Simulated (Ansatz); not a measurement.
Theory: Ansatz, DFT PBE, scalar-relativistic, plane waves, PAW. All cells share a 420 eV cutoff and Γ-centred k meshes spaced at most about 0.3 Å⁻¹ (about 0.25 or finer for metals, 2π included). No spin polarisation.

The zero of energy is the elements' standard structures at the same level; no fitted shifts are applied.

Temperature and zero-point effects are left out. The comparison covers the computed candidates alone. Weakly bound directions are ill-defined at this level, which has no dispersion term. The reference form of Se is held partly by dispersion forces, which this level lacks.

A search for BeSe₂ gave 5 distinct relaxed structures. Coordination counts Se atoms around Be (those within 1.25 times the shortest such distance or 1.15 times the sum of covalent radii). Cells relaxed within their symmetry can be saddle points.

Q: What is the best candidate for BeSe₂?

A: The one with space group P4/nmm (No. 129), reached from: a cell proposed by chemical analogy. It has a = 3.694 Å, c = 11.472 Å, 26.1 Å³/atom, no gap on the mesh. Around Be lie 4 Se at 2.28 Å and 4 Be at 2.61 Å; Se on a site of symmetry 4mm is surrounded by 4 Be at 2.28 Å; Se on a site of symmetry -4m2 is surrounded by 4 Se at 2.61 Å. Its energy over the elements is −0.39 eV/atom. It lies below the elements, which doesn't yet make it stable against other compounds or structures. An observed structure of this formula, if there is one, may be missing.

```
Be Se
1.0
     3.69403    0.00000    0.00000
     0.00000    3.69403    0.00000
     0.00000    0.00000   11.47212
Be Se
2 4
Direct
  0.50000 0.50000 0.00000
  0.00000 0.00000 0.00000
  0.50000 0.00000 0.88383
  0.00000 0.50000 0.11617
  0.50000 0.50000 0.50000
  0.00000 0.00000 0.50000
```

Q: How much higher is the Ibam structure with 19.8 Å³/atom and coordination Be 4 (reached from: a cell proposed by chemical analogy)?

A: 30 meV/atom. Its gap on the mesh is 0.69 eV. It holds Se–Se pairs (shortest 2.50 Å).

Q: How much higher is the P6_3/mmc structure with 19.3 Å³/atom and coordination Be 6 (reached from: 2H molybdenite type (P6_3/mmc))?

A: 0.33 eV/atom. It has the 2H molybdenite type. It has no gap on its mesh. It holds Se–Se pairs (shortest 2.59 Å).
